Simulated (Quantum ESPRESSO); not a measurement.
# TiO2 (P4_2/mnm) in Quantum ESPRESSO: band structure with PBEsol

Aim: the band structure of TiO2 with PBEsol.

All numbers are computed with Quantum ESPRESSO 7.5; they aren't measurements. Logs are shortened: lines on timing, memory, paths and dates and some standing lists are left out, and cuts for length are marked.

**The experiment to reproduce.**

From “Shallow Valence Band of Rutile GeO2 and P-type Doping”, 2020, arxiv:2011.08928, for a bulk crystal of TiO2 at 1.6 K: band gap 3.03 eV (direct).

The results are compared with them further down.

## (1) The crystal as given

Symmetry: P4_2/mnm, No. 136, tetragonal system. The conventional cell has a = 4.600 Å, b = 4.600 Å, c = 2.959 Å, α = 90.00°, β = 90.00°, γ = 90.00°. Ti (site symmetry mmm) is surrounded by 6 O at 1.95 to 1.98 Å. Around O (site symmetry m2m) lie 3 Ti at 1.95 to 1.98 Å.

The cell is a database's computed one.

## (2) Band structure, PBEsol

Contents of pw.in:

```
&CONTROL
  calculation = 'scf'
  prefix = 'pwscf'
  outdir = './tmp'
  pseudo_dir = './pseudo'
  tprnfor = .true.
  tstress = .true.
  disk_io = 'low'
/
&SYSTEM
  ibrav = 0
  celldm(1) = 8
  nat = 6
  ntyp = 2
  ecutwfc = 45
  ecutrho = 360
  nbnd = 33
  occupations = 'smearing'
  smearing = 'fd'
  degauss = 0.00367493
/
&ELECTRONS
  conv_thr = 1.2d-09
  electron_maxstep = 120
  mixing_beta = 0.5
/
ATOMIC_SPECIES
Ti    47.8670 ti_pbesol_v1.4.uspp.F.UPF
O     15.9990 o_pbesol_v1.2.uspp.F.UPF
CELL_PARAMETERS alat
  1.0865540950003   0.0000000000000   0.0000000000000
  0.0000000000000   1.0865540950003   0.0000000000000
  0.0000000000000   0.0000000000000   0.6990128965849
ATOMIC_POSITIONS crystal
Ti     0.0000000000    0.0000000000    0.5000000000
Ti     0.5000000000    0.5000000000    0.0000000000
O      0.3043213200    0.3043213200    0.5000000000
O      0.1956786800    0.8043213200    0.0000000000
O      0.8043213200    0.1956786800    0.0000000000
O      0.6956786800    0.6956786800    0.5000000000
K_POINTS automatic
6 6 9 0 0 0
```

Contents of bands_first_try.in:

```
&CONTROL
  calculation = 'bands'
  prefix = 'pwscf'
  outdir = './tmp'
  pseudo_dir = './pseudo'
  disk_io = 'low'
  verbosity = 'high'
/
&SYSTEM
  ibrav = 0
  celldm(1) = 8
  nat = 6
  ntyp = 2
  ecutwfc = 45
  ecutrho = 360
  nbnd = 33
  occupations = 'smearing'
  smearing = 'fd'
  degauss = 0.00367493
/
&ELECTRONS
  conv_thr = 1d-08
  electron_maxstep = 120
  mixing_beta = 0.5
  diago_full_acc = .true.
  startingwfc = 'random'
/
ATOMIC_SPECIES
Ti    47.8670 ti_pbesol_v1.4.uspp.F.UPF
O     15.9990 o_pbesol_v1.2.uspp.F.UPF
CELL_PARAMETERS alat
  1.0865540950003   0.0000000000000   0.0000000000000
  0.0000000000000   1.0865540950003   0.0000000000000
  0.0000000000000   0.0000000000000   0.6990128965849
ATOMIC_POSITIONS crystal
Ti     0.0000000000    0.0000000000    0.5000000000
Ti     0.5000000000    0.5000000000    0.0000000000
O      0.3043213200    0.3043213200    0.5000000000
O      0.1956786800    0.8043213200    0.0000000000
O      0.8043213200    0.1956786800    0.0000000000
O      0.6956786800    0.6956786800    0.5000000000
K_POINTS crystal
60
 0.0000000000  0.0000000000  0.0000000000 1
 0.0000000000  0.1250000000  0.0000000000 1
 0.0000000000  0.2500000000  0.0000000000 1
 0.0000000000  0.3750000000  0.0000000000 1
 0.0000000000  0.5000000000  0.0000000000 1
 0.1250000000  0.5000000000  0.0000000000 1
 0.2500000000  0.5000000000  0.0000000000 1
 0.3750000000  0.5000000000  0.0000000000 1
 0.5000000000  0.5000000000  0.0000000000 1
 0.4285714286  0.4285714286  0.0000000000 1
 0.3571428571  0.3571428571  0.0000000000 1
 0.2857142857  0.2857142857  0.0000000000 1
 0.2142857143  0.2142857143  0.0000000000 1
 0.1428571429  0.1428571429  0.0000000000 1
 0.0714285714  0.0714285714  0.0000000000 1
 0.0000000000  0.0000000000  0.0000000000 1
 0.0000000000  0.0000000000  0.0625000000 1
 0.0000000000  0.0000000000  0.1250000000 1
 0.0000000000  0.0000000000  0.1875000000 1
 0.0000000000  0.0000000000  0.2500000000 1
 0.0000000000  0.0000000000  0.3125000000 1
 0.0000000000  0.0000000000  0.3750000000 1
 0.0000000000  0.0000000000  0.4375000000 1
 0.0000000000  0.0000000000  0.5000000000 1
 0.0000000000  0.1000000000  0.5000000000 1
 0.0000000000  0.2000000000  0.5000000000 1
 0.0000000000  0.3000000000  0.5000000000 1
 0.0000000000  0.4000000000  0.5000000000 1
 0.0000000000  0.5000000000  0.5000000000 1
 0.1000000000  0.5000000000  0.5000000000 1
 0.2000000000  0.5000000000  0.5000000000 1
 0.3000000000  0.5000000000  0.5000000000 1
 0.4000000000  0.5000000000  0.5000000000 1
 0.5000000000  0.5000000000  0.5000000000 1
 0.4285714286  0.4285714286  0.5000000000 1
 0.3571428571  0.3571428571  0.5000000000 1
 0.2857142857  0.2857142857  0.5000000000 1
 0.2142857143  0.2142857143  0.5000000000 1
 0.1428571429  0.1428571429  0.5000000000 1
 0.0714285714  0.0714285714  0.5000000000 1
 0.0000000000  0.0000000000  0.5000000000 1
 0.0000000000  0.5000000000  0.0000000000 1
 0.0000000000  0.5000000000  0.0555555556 1
 0.0000000000  0.5000000000  0.1111111111 1
 0.0000000000  0.5000000000  0.1666666667 1
 0.0000000000  0.5000000000  0.2222222222 1
 0.0000000000  0.5000000000  0.2777777778 1
 0.0000000000  0.5000000000  0.3333333333 1
 0.0000000000  0.5000000000  0.3888888889 1
 0.0000000000  0.5000000000  0.4444444444 1
 0.0000000000  0.5000000000  0.5000000000 1
 0.5000000000  0.5000000000  0.0000000000 1
 0.5000000000  0.5000000000  0.0625000000 1
 0.5000000000  0.5000000000  0.1250000000 1
 0.5000000000  0.5000000000  0.1875000000 1
 0.5000000000  0.5000000000  0.2500000000 1
 0.5000000000  0.5000000000  0.3125000000 1
 0.5000000000  0.5000000000  0.3750000000 1
 0.5000000000  0.5000000000  0.4375000000 1
 0.5000000000  0.5000000000  0.5000000000 1
```

Contents of bands.in:

```
&CONTROL
  calculation = 'bands'
  prefix = 'pwscf'
  outdir = './tmp'
  pseudo_dir = './pseudo'
  disk_io = 'low'
  verbosity = 'high'
/
&SYSTEM
  ibrav = 0
  celldm(1) = 8
  nat = 6
  ntyp = 2
  ecutwfc = 45
  ecutrho = 360
  nbnd = 33
  occupations = 'smearing'
  smearing = 'fd'
  degauss = 0.00367493
/
&ELECTRONS
  conv_thr = 1d-08
  electron_maxstep = 120
  mixing_beta = 0.5
  diago_full_acc = .true.
/
ATOMIC_SPECIES
Ti    47.8670 ti_pbesol_v1.4.uspp.F.UPF
O     15.9990 o_pbesol_v1.2.uspp.F.UPF
CELL_PARAMETERS alat
  1.0865540950003   0.0000000000000   0.0000000000000
  0.0000000000000   1.0865540950003   0.0000000000000
  0.0000000000000   0.0000000000000   0.6990128965849
ATOMIC_POSITIONS crystal
Ti     0.0000000000    0.0000000000    0.5000000000
Ti     0.5000000000    0.5000000000    0.0000000000
O      0.3043213200    0.3043213200    0.5000000000
O      0.1956786800    0.8043213200    0.0000000000
O      0.8043213200    0.1956786800    0.0000000000
O      0.6956786800    0.6956786800    0.5000000000
K_POINTS crystal
60
 0.0000000000  0.0000000000  0.0000000000 1
 0.0000000000  0.1250000000  0.0000000000 1
 0.0000000000  0.2500000000  0.0000000000 1
 0.0000000000  0.3750000000  0.0000000000 1
 0.0000000000  0.5000000000  0.0000000000 1
 0.1250000000  0.5000000000  0.0000000000 1
 0.2500000000  0.5000000000  0.0000000000 1
 0.3750000000  0.5000000000  0.0000000000 1
 0.5000000000  0.5000000000  0.0000000000 1
 0.4285714286  0.4285714286  0.0000000000 1
 0.3571428571  0.3571428571  0.0000000000 1
 0.2857142857  0.2857142857  0.0000000000 1
 0.2142857143  0.2142857143  0.0000000000 1
 0.1428571429  0.1428571429  0.0000000000 1
 0.0714285714  0.0714285714  0.0000000000 1
 0.0000000000  0.0000000000  0.0000000000 1
 0.0000000000  0.0000000000  0.0625000000 1
 0.0000000000  0.0000000000  0.1250000000 1
 0.0000000000  0.0000000000  0.1875000000 1
 0.0000000000  0.0000000000  0.2500000000 1
 0.0000000000  0.0000000000  0.3125000000 1
 0.0000000000  0.0000000000  0.3750000000 1
 0.0000000000  0.0000000000  0.4375000000 1
 0.0000000000  0.0000000000  0.5000000000 1
 0.0000000000  0.1000000000  0.5000000000 1
 0.0000000000  0.2000000000  0.5000000000 1
 0.0000000000  0.3000000000  0.5000000000 1
 0.0000000000  0.4000000000  0.5000000000 1
 0.0000000000  0.5000000000  0.5000000000 1
 0.1000000000  0.5000000000  0.5000000000 1
 0.2000000000  0.5000000000  0.5000000000 1
 0.3000000000  0.5000000000  0.5000000000 1
 0.4000000000  0.5000000000  0.5000000000 1
 0.5000000000  0.5000000000  0.5000000000 1
 0.4285714286  0.4285714286  0.5000000000 1
 0.3571428571  0.3571428571  0.5000000000 1
 0.2857142857  0.2857142857  0.5000000000 1
 0.2142857143  0.2142857143  0.5000000000 1
 0.1428571429  0.1428571429  0.5000000000 1
 0.0714285714  0.0714285714  0.5000000000 1
 0.0000000000  0.0000000000  0.5000000000 1
 0.0000000000  0.5000000000  0.0000000000 1
 0.0000000000  0.5000000000  0.0555555556 1
 0.0000000000  0.5000000000  0.1111111111 1
 0.0000000000  0.5000000000  0.1666666667 1
 0.0000000000  0.5000000000  0.2222222222 1
 0.0000000000  0.5000000000  0.2777777778 1
 0.0000000000  0.5000000000  0.3333333333 1
 0.0000000000  0.5000000000  0.3888888889 1
 0.0000000000  0.5000000000  0.4444444444 1
 0.0000000000  0.5000000000  0.5000000000 1
 0.5000000000  0.5000000000  0.0000000000 1
 0.5000000000  0.5000000000  0.0625000000 1
 0.5000000000  0.5000000000  0.1250000000 1
 0.5000000000  0.5000000000  0.1875000000 1
 0.5000000000  0.5000000000  0.2500000000 1
 0.5000000000  0.5000000000  0.3125000000 1
 0.5000000000  0.5000000000  0.3750000000 1
 0.5000000000  0.5000000000  0.4375000000 1
 0.5000000000  0.5000000000  0.5000000000 1
```

Potentials or basis: GBRV 1.5 PBEsol.

The run is started by

```console
$ OMP_NUM_THREADS=1 mpirun -n 2 pw.x -nk 2 -in pw.in > pw.out
$ OMP_NUM_THREADS=1 mpirun -n 2 pw.x -nk 2 -in bands_first_try.in > bands_first_try.out
$ OMP_NUM_THREADS=1 mpirun -n 2 pw.x -nk 2 -in bands.in > bands.out
```

pw.out:

```text
This program is part of the open-source Quantum ESPRESSO suite
     for quantum simulation of materials; please cite
[... 13 lines left out ...]
     --------------------
     sticks:   dense  smooth     PW     G-vecs:    dense   smooth      PW
     Sum        2177    1085    333                48777    17227    2929

     Using Slab Decomposition

     bravais-lattice index     =            0
     lattice parameter (alat)  =       8.0000  a.u.
     unit-cell volume          =     422.5303 (a.u.)^3
     number of atoms/cell      =            6
     number of atomic types    =            2
     number of electrons       =        48.00
     number of Kohn-Sham states=           33
     kinetic-energy cutoff     =      45.0000  Ry
     charge density cutoff     =     360.0000  Ry
     scf convergence threshold =      1.2E-09
     mixing beta               =       0.5000
     number of iterations used =            8  plain     mixing
     Exchange-correlation= SLA  PW   PSX  PSC
                           (   1   4  10   8   0   0   0)

     celldm(1)=   8.000000  celldm(2)=   0.000000  celldm(3)=   0.000000
     celldm(4)=   0.000000  celldm(5)=   0.000000  celldm(6)=   0.000000

     crystal axes: (cart. coord. in units of alat)
               a(1) = (   1.086554   0.000000   0.000000 )
               a(2) = (   0.000000   1.086554   0.000000 )
               a(3) = (   0.000000   0.000000   0.699013 )

     reciprocal axes: (cart. coord. in units 2 pi/alat)
               b(1) = (  0.920341  0.000000  0.000000 )
               b(2) = (  0.000000  0.920341  0.000000 )
               b(3) = (  0.000000  0.000000  1.430589 )

     PseudoPot. # 1 for Ti read from file:
     ti_pbesol_v1.4.uspp.F.UPF
     Pseudo is Ultrasoft + core correction, Zval = 12.0
     Generated by new atomic code, or converted to UPF format
     Using radial grid of  851 points,  6 beta functions with:
                l(1) =   0
                l(2) =   0
                l(3) =   1
                l(4) =   1
                l(5) =   2
                l(6) =   2
     Q(r) pseudized with  6 coefficients,  rinner =    1.000   1.000   1.000
                                                       1.000   1.000

     PseudoPot. # 2 for O  read from file:
     o_pbesol_v1.2.uspp.F.UPF
     Pseudo is Ultrasoft + core correction, Zval =  6.0
     Generated by new atomic code, or converted to UPF format
     Using radial grid of  737 points,  5 beta functions with:
                l(1) =   0
                l(2) =   0
                l(3) =   1
                l(4) =   1
                l(5) =   2
     Q(r) pseudized with  8 coefficients,  rinner =    0.900   0.900   0.900
                                                       0.900   0.900

     atomic species   valence    mass     pseudopotential
     Ti               12.00    47.86700     Ti( 1.00)
     O                 6.00    15.99900     O ( 1.00)

     16 Sym. Ops., with inversion, found ( 8 have fractional translation)

   Cartesian axes

     site n.     atom                  positions (alat units)
         1        Ti     tau(   1) = (   0.0000000   0.0000000   0.3495064  )
         2        Ti     tau(   2) = (   0.5432770   0.5432770   0.0000000  )
         3        O      tau(   3) = (   0.3306616   0.3306616   0.3495064  )
         4        O      tau(   4) = (   0.2126155   0.8739386   0.0000000  )
         5        O      tau(   5) = (   0.8739386   0.2126155   0.0000000  )
         6        O      tau(   6) = (   0.7558925   0.7558925   0.3495064  )

     number of k points=    50  Fermi-Dirac smearing, width (Ry)=  0.0037
                       cart. coord. in units 2pi/alat
        k(    1) = (   0.0000000   0.0000000   0.0000000), wk =   0.0061728
        k(    2) = (   0.0000000   0.0000000   0.1589543), wk =   0.0123457
        k(    3) = (   0.0000000   0.0000000   0.3179086), wk =   0.0123457
        k(    4) = (   0.0000000   0.0000000   0.4768629), wk =   0.0123457
        k(    5) = (   0.0000000   0.0000000   0.6358172), wk =   0.0123457
        k(    6) = (   0.0000000   0.1533901   0.0000000), wk =   0.0246914
[... 42 lines left out ...]
        k(   49) = (  -0.4601704  -0.4601704   0.4768629), wk =   0.0123457
        k(   50) = (  -0.4601704  -0.4601704   0.6358172), wk =   0.0123457

     Dense  grid:    48777 G-vectors     FFT dimensions: (  54,  54,  36)

     Smooth grid:    17227 G-vectors     FFT dimensions: (  40,  40,  24)

     Check: negative core charge=   -0.000012

     Initial potential from superposition of free atoms

     starting charge      45.9999, renormalised to      48.0000

     negative rho (up, down):  1.720E-03 0.000E+00
     Starting wfcs are   36 randomized atomic wfcs

     Self-consistent Calculation

     iteration #  1     ecut=    45.00 Ry     beta= 0.50
     Davidson diagonalization with overlap
     ethr =  1.00E-02,  avg # of iterations =  2.0

     negative rho (up, down):  2.268E-03 0.000E+00

     total energy              =    -367.49592553 Ry
     estimated scf accuracy    <       1.15399807 Ry

     iteration #  2     ecut=    45.00 Ry     beta= 0.50
     Davidson diagonalization with overlap
     ethr =  2.40E-03,  avg # of iterations =  4.0
[... 78 lines left out ...]
     iteration # 11     ecut=    45.00 Ry     beta= 0.50
     Davidson diagonalization with overlap
     ethr =  7.29E-12,  avg # of iterations =  2.1

     negative rho (up, down):  1.649E-03 0.000E+00

     End of self-consistent calculation

          k = 0.0000 0.0000 0.0000 (  2127 PWs)   bands (ev):

   -47.6524 -47.6352 -24.0867 -24.0867 -23.9198 -23.9198 -23.8805 -23.8445
    -9.1320  -7.9285  -7.1854  -7.1854   3.1446   3.5958   3.9891   5.1534
     5.1534   6.3920   6.3920   6.9812   8.2736   8.5230   8.5230   8.9846
    10.8135  11.0900  11.3585  11.4576  11.4576  13.4022  13.5653  15.6122
    15.6122

          k = 0.0000 0.0000 0.1590 (  2148 PWs)   bands (ev):
[... 385 lines left out ...]
   -47.6031 -47.6031 -24.3080 -24.3080 -23.9550 -23.9550 -23.9176 -23.9176
    -7.7833  -7.7833  -7.5447  -7.5447   4.1837   4.1837   4.3638   4.3638
     5.4366   5.4366   6.2861   6.2861   7.6412   7.6412   8.2691   8.2691
    11.6043  11.6043  12.1431  12.1431  12.1538  12.1538  14.9436  14.9436
    15.0026

     the Fermi energy is     9.8646 ev

!    total energy              =    -367.98711258 Ry
     estimated scf accuracy    <          7.3E-11 Ry
     smearing contrib. (-TS)   =      -0.00000000 Ry
     internal energy E=F+TS    =    -367.98711258 Ry

     The total energy is F=E-TS. E is the sum of the following terms:
     one-electron contribution =    -125.13096447 Ry
     hartree contribution      =      85.71667139 Ry
     xc contribution           =     -64.48519228 Ry
     ewald contribution        =    -264.08762723 Ry

     convergence has been achieved in  11 iterations

     negative rho (up, down):  1.649E-03 0.000E+00

     Forces acting on atoms (cartesian axes, Ry/au):

     atom    1 type  1   force =     0.00000000    0.00000000    0.00000000
     atom    2 type  1   force =     0.00000000    0.00000000    0.00000000
     atom    3 type  2   force =     0.00166416    0.00166416   -0.00000000
     atom    4 type  2   force =    -0.00166416    0.00166416    0.00000000
     atom    5 type  2   force =     0.00166416   -0.00166416    0.00000000
     atom    6 type  2   force =    -0.00166416   -0.00166416    0.00000000

     Total force =     0.004707     Total SCF correction =     0.000004

     Computing stress (Cartesian axis) and pressure

     negative rho (up, down):  1.649E-03 0.000E+00
          total   stress  (Ry/bohr**3)                   (kbar)     P=      -25.02
  -0.00012598   0.00000000   0.00000000          -18.53        0.00        0.00
   0.00000000  -0.00012598   0.00000000            0.00      -18.53        0.00
   0.00000000   0.00000000  -0.00025834            0.00        0.00      -38.00

=------------------------------------------------------------------------------=
   JOB DONE.
=------------------------------------------------------------------------------=
```

Wall time 98 s (2 MPI ranks of Arm Neoverse V1, shared host); peak memory 0.32 GiB.

What came out:

* Free energy: -5006.7197 eV
* Pressure: -2.5 GPa
* Largest force: 0.061 eV/Å
* Band gap on the k mesh: 1.83 eV, direct
* Band gap along the path: 1.83 eV, direct

Forces on the atoms (eV/Å):
```
Ti   0.000  0.000  0.000
Ti   0.000  0.000  0.000
O    0.043  0.043  0.000
O   -0.043  0.043  0.000
O    0.043 -0.043  0.000
O   -0.043 -0.043  0.000
```

Levels at the corners of the path, in eV from the valence-band top:
```csv
point,band 20,band 21,band 22,band 23,band 24,band 25,band 26,band 27,band 28,band 29
Γ,-2.00,-0.71,-0.46,-0.46,0.00,1.83,2.11,2.37,2.47,2.47
X,-3.09,-1.66,-1.66,-0.76,-0.76,2.50,2.50,3.01,3.01,3.55
M,-2.22,-1.32,-1.32,-1.09,-1.09,1.87,1.87,2.50,2.50,3.83
Γ,-2.00,-0.71,-0.46,-0.46,0.00,1.83,2.11,2.37,2.47,2.47
Z,-2.78,-2.42,-2.42,-1.44,-1.44,2.96,2.96,3.16,3.16,3.65
R,-2.41,-2.07,-2.07,-1.05,-1.05,1.87,1.87,3.18,3.18,3.90
A,-2.75,-1.31,-1.31,-0.68,-0.68,2.57,2.57,3.18,3.18,3.20
Z,-2.78,-2.42,-2.42,-1.44,-1.44,2.96,2.96,3.16,3.16,3.65
X,-3.09,-1.66,-1.66,-0.76,-0.76,2.50,2.50,3.01,3.01,3.55
R,-2.41,-2.07,-2.07,-1.05,-1.05,1.87,1.87,3.18,3.18,3.90
M,-2.22,-1.32,-1.32,-1.09,-1.09,1.87,1.87,2.50,2.50,3.83
A,-2.75,-1.31,-1.31,-0.68,-0.68,2.57,2.57,3.18,3.18,3.20
```

## (3) For comparison

An earlier run on the cell as given: functional PBEsol; potentials or basis GBRV 1.5 PBEsol; cutoff 612 eV; density cutoff 4898 eV; k mesh 6 × 6 × 9; occupations fermi-dirac, width 0.05 eV; no spin polarisation.

* Pressure: -2.5 GPa
* Largest force: 0.061 eV/Å
* Band gap on the k mesh: 1.83 eV, direct

## (4) Against experiment

Step 2. Against the measured gap of TiO2, 3.03 eV (direct; 1.6 K; quoted in “Shallow Valence Band of Rutile GeO2 and P-type Doping”, 2020, arxiv:2011.08928), the calculated 1.83 eV is off by -1.20 eV. 2 values of this kind are on record in papers (3.03 to 3.05 eV); this one was drawn at random among those near their median. The value is that of PBEsol, without temperature or zero-point motion. Semilocal functionals fall short of measured gaps as a rule. The cell is a database's relaxed one, not the measured one, which moves gaps too.
